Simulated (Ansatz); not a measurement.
Comparing deformations in NaCl

These are results of Ansatz 0.2.0, DFT PBE, scalar-relativistic, plane waves, PAW, not measurements. The runs took a 420 eV cutoff, a Γ-centred 8×8×8 mesh and Gaussian smearing (0.05 eV). No spin polarisation. Energies are free energies at this smearing, counted from the undisturbed cell; pressure is positive in compression.

The undisturbed cell (as given, not relaxed at this level; it stands at 0.4 GPa):

```
Na Cl
1.0
     0.00000    2.83175    2.83175
     2.83175    0.00000    2.83175
     2.83175    2.83175    0.00000
Na Cl
1 1
Direct
  0.00000 0.00000 0.00000
  0.50000 0.50000 0.50000
```

The cell is strained by ε times a Voigt pattern (xx, yy, zz, yz, xz, xy; engineering shear) with fractional coordinates fixed. τ = (1/V0) dE/dε comes from the stress tensor. Of each scan, only the three points used here are listed.

| pattern | ε | τ (GPa) |
| --- | --- | --- |
| (0, 1, 0, 0, 0, 0) | -0.0050 | -0.69 |
| (0, 1, 0, 0, 0, 0) | 0.0000 | -0.42 |
| (0, 1, 0, 0, 0, 0) | 0.0050 | -0.17 |
| (1, -1, 0, 0, 0, 0) | -0.0125 | -0.99 |
| (1, -1, 0, 0, 0, 0) | 0.0000 | 0.00 |
| (1, -1, 0, 0, 0, 0) | 0.0125 | 0.99 |

Task: Which constants do the scans give, and which deformation costs least for the same size of strain tensor?

Result: The slope dτ/dε at zero (parabola through three points) is pᵀCp: (0, 1, 0, 0, 0, 0) gives C11 = 52 GPa; (1, -1, 0, 0, 0, 0) gives 2(C11 − C12) = 79 GPa. The size of the strain tensor, ε:ε, is ε² times 1.0, 2.0. Per unit of it the stiffnesses are 52, 40 GPa, so (1, -1, 0, 0, 0, 0) is the softest of these: at ε:ε = (1 %)² the quadratic term costs 0.28 meV/atom against 0.37 for the stiffest.

Task: What else follows for this cubic crystal?

Result: From the unrounded slopes C11 = 51.6 and C12 = 11.9 GPa, so B = (C11 + 2 C12)/3 = 25 GPa and the Poisson ratio for a pull along a cube edge is C12/(C11 + C12) = 0.19.